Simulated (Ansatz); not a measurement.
Input and command of a plane-wave DFT calculation in Ansatz:

```yaml
crystal:
  lattice:
    - [6.3616090156, 0.0, 0.0]
    - [0.0, 3.48040306, 0.0]
    - [-0.0857412231, 0.0, 36.1758904685]
  atoms:
    - { symbol: Te, position: [0.07915213, 0.75, 0.44347268] }
    - { symbol: Te, position: [0.92084787, 0.25, 0.55652732] }
    - { symbol: Te, position: [0.5707489, 0.25, 0.45929642] }
    - { symbol: Te, position: [0.4292511, 0.75, 0.54070358] }
    - { symbol: Mo, position: [0.81865244, 0.75, 0.50253463] }
    - { symbol: Mo, position: [0.18134756, 0.25, 0.49746537] }
basis:
  ecutwfc: 420
kpoints:
  mp_grid: { grid: [6, 10, 1] }
hamiltonian:
  xc: lda
scf:
  occupations: { method: fermi_dirac, width: 0.2 }
  n_extra_bands: 12
output:
  forces: true
  stress: true
  eigenvalues: true
```

```bash
ansatz run input.yaml --threads 1 --pin off --max-ram 2560MiB --backend cpu --events-out ev --progress --plain --runs-dir out
```

Processor: Intel(R) Xeon(R) 6975P-C (Granite Rapids), 1 thread, on a host shared with other jobs.

Problem. Estimate time, memory and problem size.

Solution. About 33 s on 1 thread of Intel(R) Xeon(R) 6975P-C (Granite Rapids) (shared host), peak memory 1.2 GiB. It solves 58 bands at 24 k points (the mesh reduced by symmetry) with about 15635 plane waves, in 7 SCF iterations.
